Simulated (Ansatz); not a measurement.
# PbSe: pressure against volume scale

Results calculated with Ansatz 0.2.0, not measured. Periodic Kohn-Sham DFT of a crystal at fixed atoms, scaled to volume_scale times the given cell; pressure positive in compression, energy less spherical unpolarised free atoms, largest_vzz the field gradient of largest size among the nuclei.

The cell before it is scaled or strained (space group Fm-3m, No. 225):
```
cell vectors (Å)
   0.0000     3.0621     3.0621
   3.0621     0.0000     3.0621
   3.0621     3.0621     0.0000
atoms (fractions of the cell vectors)
Pb  0.00000  0.00000  0.00000
Se  0.50000  0.50000  0.50000
```

Settings of every row: method all-electron PAW; functional PBE; relativity scalar; k mesh 9x9x9; filling fermi-dirac; smearing width 0.01 eV; nucleus gaussian.

Atom start moment: 0 on all atoms.

Limits: no spin-orbit coupling on heavy atoms.

| row | volume scale | V (Å³/atom) | pressure (GPa) |
| --- | --- | --- | --- |
| 1 | 0.94 | 26.989 | ? |
| 2 | 0.98 | 28.14 | 3.523 |
| 3 | 0.99 | 28.425 | 2.912 |
| 4 | 1.01 | 29.002 | 1.78 |
| 5 | 1.02 | 29.289 | 1.256 |
| 6 | 1.06 | 30.434 | -0.587 |

Question: what pressure should row 1 give?

Worked fit of pressure. Take u = (V_r/V)^(2/3) − 1 with V_r = 29.002 Å³ an atom, which is twice the finite (Eulerian) strain; such expansions in the strain, on which the Birch-Murnaghan equation of state is built, carry the rest volume and the bulk modulus. The shown rows have u = 0.02032, 0.01349, 0, -0.00654, -0.03162. Least squares give pressure = 1.7789 + 81.45 × u + 209.84 × u² GPa; a straight line predicts inner rows, each left out in turn, worse (root mean square 0.072 against 0.0036 GPa). The rows lie off it by 0.002, -0.004, 0.001, 0.001, 0.000. The pressure vanishes at u = -0.0232, or V = 30.04 Å³ an atom, and there the bulk modulus at fixed shape and fractions is B = −V dP/dV = (2/3)(1 + u) dP/du = 46.7 GPa. The withheld row has u = 0.04913, so the fit gives 1.7789 + 81.45 × (0.04913) + 209.84 × (0.04913)² = 6.287 GPa.

The calculation gave 6.311 GPa. The fit lies 0.024 GPa (0.35 % of the column's range) below it; its largest miss of a shown row is 0.004 GPa. This row lies beyond the range of the fit.
